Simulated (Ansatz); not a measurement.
# MoS2: the cost of one run

Program: Ansatz 0.2.0. Level of theory: DFT PBE+D3(BJ), scalar-relativistic, plane waves, PAW. These are calculated values, not measurements.

2 further runs of the same task are left out: 2 set aside as unsound or not needed. Runs told in other sessions of the task aren't counted.

**1. The structure to begin with**

The structure is trigonal, space group R3m (No. 160). The conventional cell has a = 3.153 Å, b = 3.153 Å, c = 17.990 Å, α = 90.00°, β = 90.00°, γ = 120.00°. Mo (site symmetry 3m) has 6 S at 2.40 Å in its first shell of neighbours. S (site symmetry 3m) has 3 Mo at 2.40 Å in its first shell of neighbours.

Structure file:

```
Mo S
1.0
     1.57647    0.91018    5.99653
    -1.57647    0.91018    5.99653
     0.00000   -1.82036    5.99653
Mo S
1 2
Direct
  0.00002 0.00002 0.00002
  0.75356 0.75356 0.75356
  0.57972 0.57972 0.57972
```

This cell was relaxed beforehand with the same method: volume 17.21 Å³/atom, gap on the mesh 0.79 eV.

**2. Zero of energy**

The reference gives a free energy of -6764.0504 eV, pressure 0.01 GPa, largest force 0.001 eV/Å and gap on the mesh 0.79 eV. It was computed beforehand with the settings of the runs below.

**3. Next: freezing in a mode**

Mode 6 of the phonon run on this cell, counted from the lowest, is frozen in: each atom moves by x times its row below, so x is the largest displacement.

```
atom     ux      uy     uz
 Mo1  0.000  -0.667  0.000
  S2  0.000   1.000  0.000
  S3  0.000   0.996  0.000
```

**4. Point x = -0.300 Å**

File input.yaml:

```yaml
crystal:
  lattice:
    - [1.5764743789, 0.910177907, 5.9965349857]
    - [-1.5764743789, 0.910177907, 5.9965349857]
    - [0.0, -1.8203558141, 5.9965349857]
  atoms:
    - { symbol: Mo, position: [0.0366535453, 0.0366535453, -0.0732552762] }
    - { symbol: S, position: [0.6986248109, 0.6986248109, 0.8634277564] }
    - { symbol: S, position: [0.5250119264, 0.5250119264, 0.6891469543] }
basis:
  ecutwfc: 420
kpoints:
  mp_grid: { grid: [12, 12, 12] }
hamiltonian:
  xc: pbe
  dispersion: d3bj
scf:
  occupations: { method: gaussian, width: 0.05 }
output:
  forces: true
  stress: true
  eigenvalues: true
```

Command:

```console
$ ansatz run input.yaml --threads 2 --pin off --max-ram 5120MiB --backend cpu --events-out ev --progress --plain --runs-dir out
```

**Question.** How long does this run take on 2 threads of Intel Xeon at 2.50GHz (Skylake/Cascade Lake), shared host, and how much memory does it need?

About 43 s, with a peak of 0.71 GiB.
